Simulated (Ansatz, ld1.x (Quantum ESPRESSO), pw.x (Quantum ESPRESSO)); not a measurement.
# pw.x on fcc Si: one setting changed

Potential: norm-conserving Troullier–Martins (Kleinman–Bylander form), ld1.x (Quantum ESPRESSO) 7.5, LDA (PW92); core [Ne], reference 3s2 3p1; waves: 3p (bound): rc 2.05 bohr; 3d channel at 0.35 Ry: rc 1.70 bohr; 3s (bound): rc 1.55 bohr; local part: the s channel; core correction: none.

The reference run (k-mesh 15³, cutoffs 50/200 Ry, Fermi–Dirac 0.01 Ry, mixing_beta 0.4, conv_thr 1e-9, no spin) gives -0.49 GPa at 13.850 Å³/atom, where all-electron LAPW gives 0.45 GPa. This run, with its own iteration cap, changes nspin = 2 with starting_magnetization to 0.5.

```
&control
  calculation='scf', prefix='x', pseudo_dir='./', outdir='./tmp', tstress=.true., disk_io='none'
/
&system
  ibrav=0, nat=1, ntyp=1, ecutwfc=50, ecutrho=200, nbnd=9,
  occupations='smearing', smearing='fd', degauss=0.01, nspin=2, starting_magnetization(1)=0.5
/
&electrons
  conv_thr=1e-09, mixing_beta=0.4, electron_maxstep=60
/
ATOMIC_SPECIES
Si 1.0 Si.UPF
CELL_PARAMETERS angstrom
  0.00000000 1.90607474 1.90607474
  1.90607474 0.00000000 1.90607474
  1.90607474 1.90607474 0.00000000
ATOMIC_POSITIONS crystal
Si 0.0000 0.0000 0.0000
K_POINTS automatic
15 15 15 0 0 0
```

```bash
pw.x < Si.scf.in > Si.scf.out
```

Problem. How does the run end?

Solution. It converges in 7 iterations; the free energy moves by +0.0 meV/atom and the pressure by +0.00 GPa. The result is that of the reference run.

```
Message from routine setup:
     using ibrav=0 with symmetry is DISCOURAGED, use correct ibrav instead
     lattice parameter (alat)  =       5.0939  a.u.
     unit-cell volume          =      93.4644 (a.u.)^3
     number of electrons       =         4.00
     number of Kohn-Sham states=            9
     kinetic-energy cutoff     =      50.0000  Ry
     charge density cutoff     =     200.0000  Ry
     scf convergence threshold =      1.0E-09
     Exchange-correlation= PW
     atomic species   magnetization
     number of k points=   120  Fermi-Dirac smearing, width (Ry)=  0.0100
     iteration #  1     ecut=    50.00 Ry     beta= 0.40
     total energy              =      -7.88208219 Ry
     estimated scf accuracy    <       0.04067746 Ry
     total magnetization       =     0.50 Bohr mag/cell
     absolute magnetization    =     0.50 Bohr mag/cell
     iteration #  2     ecut=    50.00 Ry     beta= 0.40
     total energy              =      -7.90447549 Ry
     estimated scf accuracy    <       0.01398032 Ry
     total magnetization       =     0.35 Bohr mag/cell
     absolute magnetization    =     0.35 Bohr mag/cell
     iteration #  3     ecut=    50.00 Ry     beta= 0.40
     total energy              =      -7.91224347 Ry
     estimated scf accuracy    <       0.00042688 Ry
     total magnetization       =     0.10 Bohr mag/cell
     absolute magnetization    =     0.10 Bohr mag/cell
     iteration #  4     ecut=    50.00 Ry     beta= 0.40
     total energy              =      -7.91328275 Ry
     estimated scf accuracy    <       0.00001285 Ry
     total magnetization       =    -0.01 Bohr mag/cell
     absolute magnetization    =     0.01 Bohr mag/cell
     iteration #  5     ecut=    50.00 Ry     beta= 0.40
     total energy              =      -7.91328703 Ry
     estimated scf accuracy    <       0.00000084 Ry
     total magnetization       =     0.00 Bohr mag/cell
     absolute magnetization    =     0.00 Bohr mag/cell
     iteration #  6     ecut=    50.00 Ry     beta= 0.40
     total energy              =      -7.91328710 Ry
     estimated scf accuracy    <          4.8E-09 Ry
     total magnetization       =     0.00 Bohr mag/cell
     absolute magnetization    =     0.00 Bohr mag/cell
     iteration #  7     ecut=    50.00 Ry     beta= 0.40
     the Fermi energy is    11.1084 ev
!    total energy              =      -7.91328711 Ry
     estimated scf accuracy    <          1.1E-10 Ry
     smearing contrib. (-TS)   =      -0.00196612 Ry
     The total energy is F=E-TS. E is the sum of the following terms:
     one-electron contribution =       4.71409728 Ry
     hartree contribution      =       0.02879847 Ry
     xc contribution           =      -2.47117621 Ry
     ewald contribution        =     -10.18304053 Ry
     total magnetization       =    -0.00 Bohr mag/cell
     absolute magnetization    =     0.00 Bohr mag/cell
     convergence has been achieved in   7 iterations
          total   stress  (Ry/bohr**3)                   (kbar)     P=       -4.90
     Message from routine punch:
     Nothing written, as per user request (disk_io='none')
```

The run took about 11 s on one core of a shared host (Neoverse-V2, 96 threads, 742 GiB, load 71).
